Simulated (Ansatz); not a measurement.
# ZnS: the cost of one run

Computed with Ansatz 0.2.0 (DFT PBEsol, scalar-relativistic, plane waves, PAW, unless a step's input says otherwise).

3 further runs of the same task are left out: 3 set aside as unsound or not needed.

## Step 1: The starting structure

Symmetry: P6_3mc, No. 186, hexagonal system. The conventional cell has a = 3.782 Å, b = 3.782 Å, c = 6.209 Å, α = 90.00°, β = 90.00°, γ = 120.00°. Around Zn (site symmetry 3m) lie 4 S at 2.32 Å. S (site symmetry 3m) is surrounded by 4 Zn at 2.32 Å.

Coordinates:

```
CELL_PARAMETERS angstrom
3.78157 0.00000 0.00000
-1.89078 3.27494 0.00000
0.00000 0.00000 6.20899
ATOMIC_POSITIONS crystal
Zn 0.33333 0.66667 0.00544
Zn 0.66667 0.33333 0.50544
S 0.33333 0.66667 0.37956
S 0.66667 0.33333 0.87956
```

It is the result of an earlier relaxation at this level (volume 19.22 Å³/atom; gap on the mesh: 2.15 eV).

Bulk energy on matching settings, from an earlier run: -2083.7177 eV/atom.

## Step 2: The (102) slab

Miller indices refer to the conventional cell of the relaxed bulk, P6_3mc (No. 186): a = 3.782 Å, b = 3.782 Å, c = 6.209 Å, α = 90.00°, β = 90.00°, γ = 120.00°.

Cut from the relaxed bulk: a (102) slab, 10.7 Å thick as cut, with 15 Å of vacuum; its outer planes are ZnS (top) and Zn (bottom).

The slab as cut. Layers, bottom to top:

| plane | atoms per cell | height over the lowest (Å) |
| --- | --- | --- |
| 1 | Zn | 0.00 |
| 2 | S | 0.93 |
| 3 | ZnS | 1.59 |
| 4 | Zn | 2.25 |
| 5 | S | 3.19 |
| 6 | ZnS | 3.85 |
| 7 | Zn | 4.51 |
| 8 | S | 5.44 |
| 9 | ZnS | 6.10 |
| 10 | Zn | 6.76 |
| 11 | S | 7.69 |
| 12 | ZnS | 8.35 |
| 13 | Zn | 9.01 |
| 14 | S | 9.95 |
| 15 | ZnS | 10.61 |

## Step 3: The slab as cut, atoms at the bulk's places

The cell repeats along c, and a dipole correction in the vacuum removes the field between the copies.

input.yaml

```yaml
crystal:
  lattice:
    - [3.7815694931, 0.0, 0.0]
    - [0.0, 9.0250990212, 0.0]
    - [0.0, 0.0, 25.6980208386]
  atoms:
    - { symbol: Zn, position: [0.5, 0.6729895816, 0.2918512693] }
    - { symbol: S, position: [0.5, 0.90813794, 0.3282267542] }
    - { symbol: Zn, position: [0.0, 0.348555503, 0.3503008041] }
    - { symbol: S, position: [0.5, 0.4959209008, 0.3574515216] }
    - { symbol: Zn, position: [0.0, 0.9363384638, 0.3795255716] }
    - { symbol: S, position: [0.0, 0.1714868223, 0.4159010565] }
    - { symbol: Zn, position: [0.5, 0.6119043853, 0.4379751064] }
    - { symbol: S, position: [0.0, 0.759269783, 0.4451258239] }
    - { symbol: Zn, position: [0.5, 0.199687346, 0.4671998738] }
    - { symbol: S, position: [0.5, 0.4348357045, 0.5035753587] }
    - { symbol: Zn, position: [0.0, 0.8752532675, 0.5256494087] }
    - { symbol: S, position: [0.5, 0.0226186652, 0.5328001262] }
    - { symbol: Zn, position: [0.0, 0.4630362283, 0.5548741761] }
    - { symbol: S, position: [0.0, 0.6981845867, 0.591249661] }
    - { symbol: Zn, position: [0.5, 0.1386021498, 0.6133237109] }
    - { symbol: S, position: [0.0, 0.2859675475, 0.6204744284] }
    - { symbol: Zn, position: [0.5, 0.7263851105, 0.6425484784] }
    - { symbol: S, position: [0.5, 0.961533469, 0.6789239633] }
    - { symbol: Zn, position: [0.0, 0.401951032, 0.7009980132] }
    - { symbol: S, position: [0.5, 0.5493164297, 0.7081487307] }
basis:
  ecutwfc: 420
kpoints:
  mp_grid: { grid: [7, 3, 1] }
hamiltonian:
  xc: pbesol
scf:
  occupations: { method: gaussian, width: 0.05 }
output:
  forces: true
  stress: true
  eigenvalues: true
  write_density: true
  write_potential: true
  elf: true
  volumetric_format: npy
efield:
  axis: 3
  dipole_correction: true
  ramp_width: 0.04
```

On the command line:

```
$ ansatz run input.yaml --threads 2 --pin off --max-ram 5120MiB --backend cpu --events-out ev --progress --plain --runs-dir out
```

**Question.** How long does this run take on 2 threads of Intel Xeon 6975P-C (Granite Rapids), shared host, and how much memory does it need?

About 42 s, with a peak of 1.6 GiB.
